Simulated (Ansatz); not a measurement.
AlP in the zincblende structure: a band-structure calculation in the plane-wave code Ansatz (PBE). The geometry is the r2SCAN minimum.

Input file:
```yaml
crystal:
  lattice:
    - [0.0, 2.7392572057, 2.7392572057]
    - [2.7392572057, 0.0, 2.7392572057]
    - [2.7392572057, 2.7392572057, 0.0]
  atoms:
    - { symbol: Al, position: [0.0, 0.0, 0.0] }
    - { symbol: P, position: [0.25, 0.25, 0.25] }
kpoints:
  mp_grid: { grid: [8, 8, 8] }
  band_path:
    path:
      - [[0.0, 0.0, 0.0], [-0.5, -0.5, -8.88211643894e-34], [-0.375, -0.375, 0.25]]
      - [[-0.375, -3.441357568679e-17, 0.375], [0.0, 0.0, 0.0], [-1.116255163763e-17, -1.116255163763e-17, 0.5], [-0.5, -0.25, 0.25], [-0.5, -0.5, -8.88211643894e-34]]
    npoints: 10
hamiltonian:
  xc: pbe
scf:
  occupations: { method: fermi_dirac, width: 0.02 }
  n_extra_bands: 4
output:
  forces: true
  stress: true
  eigenvalues: true
```

Command: `ansatz run input.yaml --threads 2 --pin off --max-ram 2211MiB --backend cpu --events-out ev --progress --plain --runs-dir out`.

Abridged output:
```
scf.n_extra_bands = 4 over 4 filled bands (N_el = 8.0): the run solves 8 bands
Functional definition: PBE
Crystal: 2 atoms, lattice volume = 41.108 Å³
Basis set: ecut = 420 eV, 821 PW (Γ)
Symmetry: 24 space group operations
Space group: F-43m (ITA 216)
k-points: 29 of 512 (time reversal used)
SCF converged after 6 iterations
Free energy (F): -1294.440513 eV
Fermi energy:    5.748304 eV
--- Stress (GPa, compression-positive) ---
        1.366315       0.000000       0.000000
        0.000000       1.366315       0.000000
        0.000000       0.000000       1.366315
  P = ⅓ Tr σ = 1.3663 GPa (13.663 kbar)
--- Band table (eV; the first three rows and the last of 29) ---
  k-point 0: bands = [-6.4943, 4.9475, 4.9475, 4.9475, 8.1684, 9.4967, 9.4967, 9.4967]
  k-point 1: bands = [-6.3241, 3.7295, 4.8012, 4.8012, 8.6042, 9.7763, 9.7763, 9.9988]
  k-point 2: bands = [-5.8454, 1.7957, 4.5101, 4.5101, 8.2379, 10.0811, 10.0811, 11.8175]
  k-point 28: bands = [-4.1418, 0.0597, 1.8182, 2.1730, 9.2660, 10.8367, 11.0781, 11.2930]
```

The rows of the band table are 0: (0, 0, 0) = Γ, 1: (0, 0, 1/8), 2: (0, 0, 1/4), 28: (1/4, -1/2, -1/4) = W.

Levels along the path, in eV from the valence top (v1 is the last filled band, c1 the first empty one):
```
point  distance (1/Å)     v3     v2     v1    c1    c2
    Γ            0.00   0.00   0.00   0.00  3.22  4.55
    ·            0.57  -2.88  -1.27  -1.27  2.87  4.07
    X            1.15  -5.27  -2.08  -2.08  1.60  2.47
    ·            1.35  -5.18  -2.64  -1.98  1.97  3.20
    U            1.55  -4.99  -3.37  -1.71  2.45  5.09
    K            1.55  -4.99  -3.37  -1.71  2.45  5.09
    ·            2.04  -4.00  -2.46  -0.65  4.01  5.70
    ·            2.65  -0.34  -0.10  -0.01  3.47  4.54
    Γ            2.77   0.00   0.00   0.00  3.22  4.55
    ·            3.17  -2.38  -0.32  -0.32  3.47  5.07
    ·            3.66  -5.36  -0.74  -0.74  2.80  4.84
    L            3.76  -5.48  -0.76  -0.76  2.78  4.81
    ·            4.09  -5.24  -2.14  -1.21  3.82  4.41
    ·            4.49  -4.88  -3.20  -2.63  4.28  5.73
    W            4.57  -4.89  -3.13  -2.77  4.32  5.89
    ·            4.80  -5.05  -2.77  -2.57  3.05  4.00
    ·            5.09  -5.26  -2.11  -2.10  1.65  2.52
    X            5.15  -5.27  -2.08  -2.08  1.60  2.47
```

The PBE gap is indirect, 1.60 eV (Γ to X), below the direct gap of 3.22 eV at Γ. The mean pressure is +1.37 GPa (compression positive), so PBE would enlarge the cell's volume.

Calculated for a static, non-magnetic cell.
